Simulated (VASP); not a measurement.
**NaF (Villiaumite): relaxation of the atoms with PBE**

The system is NaF (Villiaumite).

```
Na F
1.0
     0.00000    2.31603    2.31603
     2.31603    0.00000    2.31603
     2.31603    2.31603    0.00000
Na F
1 1
Direct
  0.00000 0.00000 0.00000
  0.50000 0.50000 0.50000
```

```
Program                : VASP 6.6.1
Task                   : relaxation of the atoms
Functional             : PBE
Potentials or basis    : VASP PAW PBE potentials, release 64 (Na_pv, F_s)
Cutoff                 : 300 eV
k mesh                 : 5 × 5 × 5
Occupations            : gaussian, width 0.03 eV
Spin                   : no spin polarisation
Further INCAR settings : ALGO = Fast; EDIFF = 1e-07; IBRION = 2; EDIFFG = -0.01; NSW = 40
```

```yaml
Band_gap_on_the_k_mesh: 6.32 eV, direct
```

Final structure:
```xyz
2
Lattice="0.0000 2.3160 2.3160 2.3160 0.0000 2.3160 2.3160 2.3160 0.0000" Properties=species:S:1:pos:R:3 pbc="T T T"
Na    0.0000    0.0000    0.0000
F     2.3160    2.3160    2.3160
```

Levels at points of the mesh, in eV from the valence-band top:
```
           k point  band 4  band 5  band 6  band 7  band 8  band 9  band 10  band 11
(0.00, 0.00, 0.00)  -18.93    0.00    0.00    0.00    6.32   19.02    19.02    19.02
```

Run time: 2.9 s on 1 thread of Intel(R) Xeon(R) Platinum 8375C CPU @ 2.90GHz (Ice Lake) (shared host), peak memory 0.11 GiB.

Caveat: the k mesh is coarse (spacing up to 0.47 Å⁻¹), so the values aren't converged; the relaxation stopped at its first step, so nothing moved.
